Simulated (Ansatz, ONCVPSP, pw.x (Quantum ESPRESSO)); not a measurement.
## Tc (Z = 43) (bcc): variants of one ONCV potential in the solid

- Element: technetium
- Generator: ONCVPSP 4.0.1
- Type: optimised norm-conserving Vanderbilt (ONCV)
- Functional: PBE
- Relativity: scalar-relativistic
- Frozen core: [Ar] 3d10
- Valence charge: 15
- Reference configuration: 4s2 4p6 4d5 5s2
- Partial waves: 4s+5s: rc 1.90 bohr, ncon 4, nbas 8, qcut 4.8 1/bohr, 2 projectors; 4p: rc 1.80 bohr, ncon 3, nbas 6, qcut 7.1 1/bohr, 1 projector; 4d: rc 1.70 bohr, ncon 4, nbas 9, qcut 7.2 1/bohr, 2 projectors, debl 3.7 Ha
- Local potential: polynomial inside 1.45 bohr (lpopt 3, dvloc0 3 Ha)
- Core correction: Teter function, fcfact 4.25, rcfact 1.35

Crystal test: bcc Tc in pw.x 7.5, no spin, 15³ k-points, Fermi–Dirac smearing 0.01 Ry, cutoffs set for each file from its atomic test. The reference is all-electron LAPW (Ansatz 0.2.0) with the same functional, mesh and smearing; V0 and B0 come from Birch–Murnaghan fits to the pressures at five volumes. Errors are pseudo minus all-electron; Δ is the rms difference of the E(V) curves that follow from these fits, minima aligned, over ±6 % about the mean V0. Mesh and smearing are coarse, so the numbers serve the comparison and aren't converged zero-temperature values; the lattice is a test structure that the element need not adopt.

All-electron: a0 = 3.083 Å (V0 = 14.65 Å³/atom), B0 = 289.0 GPa.

1 further variants are left out: they gave no file fit for a test, a broken result, the same result as the base, or pressures whose basis-set error rivals the error shown.

```tsv
change	cutoffs (Ry)	pw.x	a0 (Å)	a0 error (%)	B0 error (%)	Δ (meV/atom)	mean pressure error (GPa)
base	55/220	converged	3.081	-0.06	+1.9	1.6	-0.49
local potential polynomial inside 1.45 bohr (lpopt 3, dvloc0 9 Ha)	55/220	converged	3.092	+0.30	-0.4	8.4	+2.69
```

**Question.** Give the row for: core correction Teter function, fcfact 3.5, rcfact 1.8.

**Answer.** pw.x: converged; mean pressure error (GPa): -0.47; a0 (Å): 3.081; a0 error (%): -0.06; B0 error (%): +1.9; Δ (meV/atom): 1.5.
